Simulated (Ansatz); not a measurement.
**What a trial cell of In relaxes into**

Theory: DFT PBEsol, scalar-relativistic, plane waves, PAW in Ansatz. Cutoff 420 eV, Γ-centred k mesh, Gaussian smearing, no spin polarisation in the final step.

In was placed on the simple cubic structure type (Pm-3m, No. 221), at a guessed volume.

```
CELL_PARAMETERS angstrom
3.02332 0.00000 0.00000
0.00000 3.02332 0.00000
0.00000 0.00000 3.02332
ATOMIC_POSITIONS crystal
In 0.00000 0.00000 0.00000
```

Cell and atoms relax at zero pressure; the relaxation can't lower the symmetry of the start.

Energies count from the standard state of In at the same level.

What does it relax into?

It keeps Pm-3m (No. 221). The result has the simple cubic structure. Conventional cell: a = 3.012 Å. Around In lie 6 In at 3.01 Å.

```
In
1.0
     3.01156    0.00000    0.00000
     0.00000    3.01156    0.00000
     0.00000    0.00000    3.01156
In
1
Cartesian
  0.0000 0.0000 0.0000
```

What are its volume, energy, density and gap?

The volume per atom is 27.31 Å³. The density is 6.98 g/cm³. The energy over the standard structure is 0.10 eV/atom and the gap on the 18×18×18 mesh is 0 eV (a metal).

The final run used a 18×18×18 mesh on its 1-atom cell and 0.10 eV smearing. For metals, differences of a few meV/atom aren't resolved. Symmetry constrained the relaxation, so the result can be a saddle point. The steps took roughly 8 core-seconds in all.